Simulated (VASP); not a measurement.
Input:

```xyz
2
Lattice="0.0000 2.8598 2.8598 2.8598 0.0000 2.8598 2.8598 2.8598 0.0000" Properties=species:S:1:pos:R:3 pbc="T T T"
Al     0.0000     0.0000     0.0000
Sb     1.4299     1.4299     1.4299
```

Computed with PBEsol GGA, VASP's PBE PAW potentials (set 64) (plane waves; VASP). Numerical set-up: 500 eV cut-off, 8×8×8 Γ-centred mesh, Gaussian smearing of 0.050 eV, potentials Al Sb.

Energy and stress use the plane-wave basis of the starting cell.

The ions, cell shape and volume at an external pressure of 30.0 GPa are relaxed. What does this cell relax into?

```xyz
2
Lattice="0.0000 2.7952 2.7952 2.7952 0.0000 2.7952 2.7952 2.7952 0.0000" Properties=species:S:1:pos:R:3 pbc="T T T"
Al     5.5904     5.5904     5.5904
Sb     1.3976     1.3976     1.3976
```
Space group F-43m (216), at a tolerance of 0.03 Å.

How do energy and volume change from the first to the last step?

The energy (σ→0) changes by +238.6 meV/atom and the volume by -6.6 %, in 4 ionic steps.

```json
[
 {"step": "1", "E(σ→0) (eV)": "-8.2600", "max force (eV/Å)": "0.000", "pressure (GPa)": "19.93", "volume (Å³)": "46.78"},
 {"step": "2", "E(σ→0) (eV)": "-6.0832", "max force (eV/Å)": "0.000", "pressure (GPa)": "61.64", "volume (Å³)": "37.52"},
 {"step": "3", "E(σ→0) (eV)": "-7.8103", "max force (eV/Å)": "0.000", "pressure (GPa)": "29.38", "volume (Å³)": "43.83"},
 {"step": "4", "E(σ→0) (eV)": "-7.7828", "max force (eV/Å)": "0.000", "pressure (GPa)": "29.92", "volume (Å³)": "43.68"}
]
```

The structure was generated: AlSb was put into the zinc blende type (F-43m), which need not be its known phase. This run relaxes it under an external pressure of 30 GPa. Symmetry was kept, so distortions that lower it aren't found.
